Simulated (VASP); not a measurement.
# TaN (P6_3/mmc) in VASP: further runs, part 2 of 2

VASP 6.6.1. The steps go on from the part before.

## (4) Band structure, PBE

Contents of INCAR:

```
SYSTEM = TaN
PREC = Accurate ; ENCUT = 600
EDIFF = 1E-7 ; ISMEAR = -1
SIGMA = 0.05 ; LREAL = .False.
LASPH = .True. ; NELM = 60
ALGO = Normal ; ISIF = 2
LWAVE = .False. ; LCHARG = .False.
LMAXMIX = 4 ; GGA = PE
```

Contents of KPOINTS:

```
Automatic mesh
0
Gamma
  10 10 5
  0 0 0
```

Contents of POSCAR:

```
TaN
1.0
    2.9217699809      0.0000000000      0.0000000000
   -1.4608849905      2.5303270275      0.0000000000
    0.0000000000      0.0000000000      5.9165150000
Ta N
2 2
Direct
    0.0000000000      0.0000000000      0.5000000000
    0.0000000000      0.0000000000      0.0000000000
    0.3333333333      0.6666666667      0.2500000000
    0.6666666667      0.3333333333      0.7500000000
```

Contents of KPOINTS_OPT:

```
path GMKGALHA,LM,KH
10
line-mode
reciprocal
 0.0000000000  0.0000000000  0.0000000000  G
 0.5000000000  0.0000000000  0.0000000000  M

 0.5000000000  0.0000000000  0.0000000000  M
 0.3333333333  0.3333333333  0.0000000000  K

 0.3333333333  0.3333333333  0.0000000000  K
 0.0000000000  0.0000000000  0.0000000000  G

 0.0000000000  0.0000000000  0.0000000000  G
 0.0000000000  0.0000000000  0.5000000000  A

 0.0000000000  0.0000000000  0.5000000000  A
 0.5000000000  0.0000000000  0.5000000000  L

 0.5000000000  0.0000000000  0.5000000000  L
 0.3333333333  0.3333333333  0.5000000000  H

 0.3333333333  0.3333333333  0.5000000000  H
 0.0000000000  0.0000000000  0.5000000000  A

 0.5000000000  0.0000000000  0.5000000000  L
 0.5000000000  0.0000000000  0.0000000000  M

 0.3333333333  0.3333333333  0.0000000000  K
 0.3333333333  0.3333333333  0.5000000000  H
```

Potentials or basis: VASP PAW PBE potentials, release 64 (Ta_sv_GW, N_GW).

The run is started by

```sh
$ cat potpaw_PBE.64/Ta_sv_GW/POTCAR potpaw_PBE.64/N_GW/POTCAR > POTCAR
$ mpirun -np 1 vasp_std > vasp.out
```

OUTCAR:

```text
SYSTEM = TaN
   PREC = Accurate
   ENCUT = 600
   EDIFF = 1E-7
   ISMEAR = -1
   LREAL = .False.
   LASPH = .True.
   NELM = 60
   ISIF = 2
   GGA = PE

 ion  position               nearest neighbor table
   1  0.000  0.000  0.500-   3 2.24   4 2.24   4 2.24   3 2.24   4 2.24   3 2.24   2 2.96   2 2.96

   2  0.000  0.000  0.000-   3 2.24   4 2.24   4 2.24   3 2.24   4 2.24   3 2.24   1 2.96   1 2.96

   3  0.333  0.667  0.250-   1 2.24   2 2.24   1 2.24   2 2.24   1 2.24   2 2.24
   4  0.667  0.333  0.750-   1 2.24   2 2.24   1 2.24   2 2.24   1 2.24   2 2.24

  LATTYP: Found a hexagonal cell.
 ALAT       =     2.9217699809
 C/A-ratio  =     2.0249763119

  Lattice vectors:

 A1 = (   2.9217699809,   0.0000000000,   0.0000000000)
 A2 = (  -1.4608849905,   2.5303270275,   0.0000000000)
 A3 = (   0.0000000000,   0.0000000000,   5.9165150000)

Analysis of symmetry for initial positions (statically):
=====================================================================
 Subroutine PRICEL returns:
 Original cell was already a primitive cell.

 Routine SETGRP: Setting up the symmetry group for a
[... 168 lines left out ...]
  ext. energy  EPLUGINS =         0.00000000
  ---------------------------------------------------
  free energy    TOTEN  =       -49.09463232 eV

  energy without entropy =      -49.08442207  energy(sigma->0) =      -49.08952719

 E-fermi :  12.2477     XC(G=0): -13.6003

 val. band max:       12.2132939635   @ k =   0.1000   0.1000   0.4000
 cond. band min:      12.2586116795   @ k =   0.1000   0.0000   0.2000
 fundamental gap:      0.0453177160
 Fermi energy:        12.2477389411

 k-point     1 :       0.0000    0.0000    0.0000
  band No.  band energies     occupation
      1     -56.3377      2.00000
      2     -56.3016      2.00000
      3     -23.3577      2.00000
      4     -22.6141      2.00000
      5     -22.3606      2.00000
      6     -22.3606      2.00000
[... 589 lines left out ...]
     21      16.1288      0.00000
     22      16.9740      0.00000

 [... further k-points ...]
[... 5 lines left out ...]
  --------------------------------------------------------------------------------------
  -------------------------------------------------------------------------------------
  Total       -0.2869658     -0.2869658     -0.2275496      0.0000000      0.0000000      0.0000000
  in kB      -10.5111937    -10.5111937     -8.3348557      0.0000000      0.0000000      0.0000000
  external PRESSURE =      -9.7857477 kB  Pullay stress =       0.0000000 kB

 VOLUME and BASIS-vectors are now :
 -----------------------------------------------------------------------------
  energy-cutoff  :      600.00
  volume of cell :       43.74
      direct lattice vectors                 reciprocal lattice vectors
     2.921769981  0.000000000  0.000000000     0.342258291  0.197602916  0.000000000
    -1.460884991  2.530327027  0.000000000     0.000000000  0.395205833  0.000000000
     0.000000000  0.000000000  5.916515000     0.000000000  0.000000000  0.169018417

 POSITION                                       TOTAL-FORCE (eV/Angst)
 -----------------------------------------------------------------------------------
      0.00000      0.00000      2.95826         0.000000      0.000000      0.000000
      0.00000      0.00000      0.00000         0.000000      0.000000      0.000000
     -0.00000      1.68688      1.47913        -0.000000      0.000000      0.000000
      1.46088      0.84344      4.43739         0.000000     -0.000000     -0.000000
 -----------------------------------------------------------------------------------
    total drift:                               -0.000000      0.000000      0.000000

  FREE ENERGIE OF THE ION-ELECTRON SYSTEM (eV)
  ---------------------------------------------------
  free  energy   TOTEN  =       -49.0946323209 eV

  energy  without entropy=      -49.0844220654  energy(sigma->0) =      -49.08952719
```

OSZICAR:

```text
N       E                     dE             d eps       ncg     rms          rms(c)
DAV:   1     0.394859491458E+03    0.39486E+03   -0.24000E+04  1848   0.189E+03
DAV:   2    -0.287239381720E+02   -0.42358E+03   -0.41422E+03  2698   0.597E+02
DAV:   3    -0.560122583885E+02   -0.27288E+02   -0.26609E+02  2540   0.129E+02
[... 42 lines left out ...]
       N       E                     dE             ncg
DAV:   1     0.535610721264E+05   -0.10532E+05      264
DAV:   2     0.511702708008E+05   -0.23908E+04      398
DAV:   3     0.510348851272E+05   -0.13539E+03      368
DAV:   4     0.510309258625E+05   -0.39593E+01      394
DAV:   5     0.510308420859E+05   -0.83777E-01      362
DAV:   6     0.510308397309E+05   -0.23551E-02      388
DAV:   7     0.510308396654E+05   -0.65467E-04      362
DAV:   8     0.510308396630E+05   -0.24466E-05      330
DAV:   9     0.510308396629E+05   -0.83026E-07      234
```

Run time: 60 s. Hardware: 1 thread of Intel Xeon Platinum 8559C (Emerald Rapids), shared host; peak memory 0.22 GiB.

What came out:

```
Free energy             : -49.0946 eV
Pressure                : -1.0 GPa
Band gap along the path : none (metal or under the smearing width)
```

Levels at the corners of the path, in eV from the Fermi level:
```
point  band 16  band 17  band 18  band 19  band 20  band 21
    Γ    -2.00    -2.00    -0.22    -0.22     0.55     0.55
    M    -3.69    -2.81    -2.11     2.84     3.92     4.80
    M    -3.69    -2.81    -2.11     2.84     3.92     4.80
    K    -3.85     0.21     0.21     0.95     0.95     2.00
    K    -3.85     0.21     0.21     0.95     0.95     2.00
    Γ    -2.00    -2.00    -0.22    -0.22     0.55     0.55
    Γ    -2.00    -2.00    -0.22    -0.22     0.55     0.55
    A    -3.85    -0.66    -0.66     0.98     0.98     0.98
    A    -3.85    -0.66    -0.66     0.98     0.98     0.98
    L    -4.34    -2.20    -2.20     3.86     3.86     4.73
    L    -4.34    -2.20    -2.20     3.86     3.86     4.73
    H    -5.69    -0.42    -0.42     2.68     2.68     3.10
    H    -5.69    -0.42    -0.42     2.68     2.68     3.10
    A    -3.85    -0.66    -0.66     0.98     0.98     0.98
    L    -4.34    -2.20    -2.20     3.86     3.86     4.73
    M    -3.69    -2.81    -2.11     2.84     3.92     4.80
    K    -3.85     0.21     0.21     0.95     0.95     2.00
    H    -5.69    -0.42    -0.42     2.68     2.68     3.10
```

Caveat: spin-orbit coupling is left out, which moves the levels of the heavy elements.

## (5) Band structure, PBE

POSCAR is that of step 4.

Contents of INCAR.step1:

```
SYSTEM = TaN
ALGO = Normal
EDIFF = 1E-6
ENCUT = 550
GGA = PE
ISIF = 2
ISMEAR = -1
LASPH = .TRUE.
LCHARG = .TRUE.
LMAXMIX = 4
LREAL = .FALSE.
LWAVE = .FALSE.
NELM = 100
PREC = Accurate
SIGMA = 0.05
```

Contents of KPOINTS.step1:

```
k-points
0
G
  10 10 5
  0 0 0
```

Contents of INCAR.step2:

```
SYSTEM = TaN
ALGO = Normal
EDIFF = 1E-6
ENCUT = 550
GGA = PE
ICHARG = 11
ISIF = 2
ISMEAR = 0
LASPH = .TRUE.
LCHARG = .FALSE.
LMAXMIX = 4
LREAL = .FALSE.
LWAVE = .FALSE.
NELM = 100
PREC = Accurate
SIGMA = 0.05
```

Contents of KPOINTS.step2:

```
path GMKGALHA,LM,KH
15
line-mode
reciprocal
 0.0000000000  0.0000000000  0.0000000000  G
 0.5000000000  0.0000000000  0.0000000000  M

 0.5000000000  0.0000000000  0.0000000000  M
 0.3333333333  0.3333333333  0.0000000000  K

 0.3333333333  0.3333333333  0.0000000000  K
 0.0000000000  0.0000000000  0.0000000000  G

 0.0000000000  0.0000000000  0.0000000000  G
 0.0000000000  0.0000000000  0.5000000000  A

 0.0000000000  0.0000000000  0.5000000000  A
 0.5000000000  0.0000000000  0.5000000000  L

 0.5000000000  0.0000000000  0.5000000000  L
 0.3333333333  0.3333333333  0.5000000000  H

 0.3333333333  0.3333333333  0.5000000000  H
 0.0000000000  0.0000000000  0.5000000000  A

 0.5000000000  0.0000000000  0.5000000000  L
 0.5000000000  0.0000000000  0.0000000000  M

 0.3333333333  0.3333333333  0.0000000000  K
 0.3333333333  0.3333333333  0.5000000000  H
```

The run is started by

```sh
$ cat potpaw_PBE.64/Ta_sv_GW/POTCAR potpaw_PBE.64/N_GW/POTCAR > POTCAR
$ cp INCAR.step1 INCAR
$ cp KPOINTS.step1 KPOINTS
$ mpirun -np 1 vasp_std > vasp.out
$ cp INCAR.step2 INCAR
$ cp KPOINTS.step2 KPOINTS
$ mpirun -np 1 vasp_std > vasp.out
```

Run time: 65 s. Hardware: 1 thread of Intel Xeon Platinum 8559C (Emerald Rapids), shared host; peak memory 0.26 GiB.

The run converged. Its results:

* Band gap along the path: none (metal or under the smearing width)

Levels at the corners of the path, in eV from the Fermi level:
```csv
point,band 16,band 17,band 18,band 19,band 20,band 21
Γ,-2.00,-2.00,-0.22,-0.22,0.55,0.55
M,-3.69,-2.81,-2.11,2.84,3.92,4.80
M,-3.69,-2.81,-2.11,2.84,3.92,4.81
K,-3.85,0.21,0.21,0.95,0.95,2.00
K,-3.85,0.21,0.21,0.95,0.95,2.00
Γ,-2.00,-2.00,-0.22,-0.22,0.55,0.55
Γ,-2.00,-2.00,-0.22,-0.22,0.55,0.55
A,-3.85,-0.66,-0.66,0.98,0.98,0.98
A,-3.85,-0.66,-0.66,0.98,0.98,0.98
L,-4.34,-2.20,-2.20,3.86,3.86,4.73
L,-4.34,-2.20,-2.20,3.86,3.86,4.73
H,-5.69,-0.42,-0.42,2.68,2.68,3.10
H,-5.69,-0.42,-0.42,2.68,2.68,3.10
A,-3.85,-0.66,-0.66,0.98,0.98,0.98
L,-4.34,-2.20,-2.20,3.86,3.86,4.74
M,-3.69,-2.81,-2.11,2.84,3.92,4.80
K,-3.85,0.21,0.21,0.95,0.95,2.00
H,-5.69,-0.42,-0.42,2.68,2.68,3.10
```

Caveat: the log is that of the step along the path at fixed density, whose energy, stress, charges and moments have no meaning; spin-orbit coupling is left out, which moves the levels of the heavy elements.

## (6) The runs side by side

```csv
potentials or basis,cutoff (eV),further INCAR settings,pressure (GPa)
"VASP PAW PBE potentials, release 64 (Ta, N)",500,ALGO = Fast; EDIFF = 1e-06; NBANDS = 18,-
"VASP PAW PBE potentials, release 64 (Ta_pv, N)",520,ALGO = Fast; EDIFF = 1e-07,-0.4
"VASP PAW PBE potentials, release 64 (Ta_sv_GW, N_GW)",600,ALGO = Normal; EDIFF = 1e-07,-1.0
"VASP PAW PBE potentials, release 64 (Ta_sv_GW, N_GW)",550,ALGO = Normal; EDIFF = 1e-06,-
```

Alike in all rows: task band structure; level PBE; no spin polarisation; cell as given; k mesh 10 × 10 × 5; smearing fermi-dirac 0.05 eV.

Caveats: spin-orbit coupling is left out, which moves the levels of the heavy elements.

Absolute energies hang on the potentials; compare differences alone.
